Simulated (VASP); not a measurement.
A run of VASP 6.6.1 is set up as follows.

Contents of INCAR:

```
PREC = Accurate
ENCUT = 520
EDIFF = 1E-6
ISMEAR = 0
SIGMA = 0.022
LREAL = F
LASPH = T
NELM = 80
ALGO = Fast
ISIF = 2
LWAVE = F
LCHARG = T
GGA = PE
LELF = T
LVHAR = T
```

Contents of KPOINTS:

```
Automatic mesh
0
Gamma
  8 8 5
```

The input POSCAR:

```
ZnS
1.0
    3.8110000000      0.0000000000      0.0000000000
   -1.9055000000      3.3004228138      0.0000000000
    0.0000000000      0.0000000000      6.2340000000
Zn S
2 2
Direct
    0.6666666667      0.3333333333      0.5000000000
    0.3333333333      0.6666666667      0.0000000000
    0.6666666667      0.3333333333      0.8850000000
    0.3333333333      0.6666666667      0.3850000000
```

Potentials or basis: VASP PAW PBE potentials, release 64 (Zn, S).

Command:

```console
$ cat potpaw_PBE.64/Zn/POTCAR potpaw_PBE.64/S/POTCAR > POTCAR
$ mpirun -np 1 vasp_std > vasp.out
```

What does it give for the largest force?

0.323 eV/Å.

What does it give for the band gap on the k mesh?

2.25 eV, direct.

What does it give for the pressure?

2.2 GPa.

Forces in eV/Å, atoms in the order of the input:
```
Zn   0.000  0.000  0.323
Zn   0.000  0.000  0.323
S    0.000  0.000 -0.323
S    0.000  0.000 -0.323
```

**What was measured.**

A printed reference work, monograph reports, for a bulk crystal of ZnS at 4 K: band gap 3.911 eV (direct).

A measured gap of ZnS is 3.911 eV (direct; 4 K; a printed reference work, monograph); the calculated 2.25 eV misses it by -1.66 eV. The value is that of PBE, without temperature or zero-point motion. Semilocal functionals fall short of measured gaps as a rule.
